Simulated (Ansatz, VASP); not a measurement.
Two plane-wave programs on SnTe

File INCAR:

```
PREC     = Accurate       # precision mode
ENCUT    = 520            # plane-wave cutoff, eV
EDIFF    = 1E-6           # SCF threshold, eV
ISMEAR   = 0              # smearing method
SIGMA    = 0.05           # smearing width, eV
LREAL    = False          # projectors in reciprocal space
LASPH    = True           # aspherical terms in the spheres
NELM     = 60             # most SCF steps
ALGO     = Normal         # electronic algorithm
ISIF     = 2              # what is computed and relaxed
LWAVE    = False          # write WAVECAR
LCHARG   = False          # write CHGCAR
GGA      = PS             # functional
NBANDS   = 17             # bands
```

KPOINTS

```
regular mesh
0
Gamma
  8 8 8
```

The input POSCAR:

```
SnTe
1.0
   -0.0314408921      3.1440892064      3.1440892064
    3.1440892064     -0.0314408921      3.1440892064
    3.1126483143      3.1126483143      0.0000000000
Sn Te
1 1
Direct
    0.5000000000      0.5000000000      0.5000000000
    0.0000000000      0.0000000000      0.0000000000
```

Input for Ansatz:

```yaml
crystal:
  lattice:
    - [-0.0314408921, 3.1440892064, 3.1440892064]
    - [3.1440892064, -0.0314408921, 3.1440892064]
    - [3.1126483143, 3.1126483143, 0.0]
  atoms:
    - { symbol: Sn, position: [0.5, 0.5, 0.5] }
    - { symbol: Te, position: [0.0, 0.0, 0.0] }
basis:
  ecutwfc: 420
  ecutrho_ratio: 4
kpoints:
  mp_grid: { grid: [8, 8, 8] }
hamiltonian:
  xc: pbesol
scf:
  occupations: { method: gaussian, width: 0.05 }
output:
  forces: true
  stress: true
  eigenvalues: true
```

Change from the starting cell: strain e6 = -0.02, atoms carried along.

Alike in both runs: task single point; functional PBEsol; k mesh 8 × 8 × 8; occupations gaussian, width 0.05 eV; no spin polarisation.

```csv
,VASP,Ansatz
version,VASP 6.6.1,Ansatz 0.2.0
potentials or method,"VASP PAW PBE potentials, release 64 (Sn_d, Te)","scalar-relativistic, plane waves, PAW"
plane-wave cutoff (eV),520,420
valence electrons in the cell,20,30
```

```tsv
	VASP	Ansatz	Ansatz less VASP
gap on the k mesh at the Fermi level (eV)	0.06	0.06	-0.001
least direct gap on the mesh (eV)	0.16	0.16	-0.001
pressure (GPa)	0.0	0.0	+0.02
largest component of the traceless stress (GPa)	0.30	0.30	0.000
```

With one functional, cell and mesh, what is left measures potentials, basis and numerics. The two sets of potentials don't hold the same shells in valence.

Caveats: the PAW data sets were made with another functional, which shifts forces and pressure a little (VASP); spin-orbit coupling is left out, which moves the levels of the heavy elements.
